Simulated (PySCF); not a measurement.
We consider zinc-blende AlSb, described by PBE (PySCF, GTH pseudopotentials, Gaussian basis).

Cell (relaxed at this level):

Space group F-43m (No. 216); a = b = c = 6.244 Å, α = β = γ = 90.00°

| atom | site | symmetry | x | y | z |
|---|---|---|---|---|---|
| Al | 4a | -43m | 0.0000 | 0.0000 | 0.0000 |
| Sb | 4d | -43m | 0.7500 | 0.7500 | 0.7500 |
(The calculation used a cell of 2 atoms; values per cell refer to that cell.)

Q: Estimate the bulk modulus, cohesive energy and pressure derivative B′ of the bulk modulus that the calculation returns.

A: 
- bulk modulus = 48.7 GPa ± 1
- cohesive energy = 3.10 eV/atom ± 0.05
- pressure derivative B′ of the bulk modulus = 4.4

Measured, for comparison: bulk modulus 58.2 GPa (temperature not stated, no zero-point or thermal correction; as tabulated in Toher et al. (2017), arXiv:1611.05714); cohesive energy 3.31 eV/atom (zero-point energy (9/8 kB θD) added and atomic spin-orbit splittings removed, spin-orbit-averaged atoms; as tabulated in Paulus et al. (1996), arXiv:cond-mat/9605064). Computed (rounded) less measured: bulk modulus -16 %, cohesive energy -0.21 eV/atom.

A ± is a rough bar: the spread of an extrapolation, a floor set from checks against published values, or a statistical error.

Spin–orbit coupling is not included.

Static lattice: no zero-point or thermal effects.
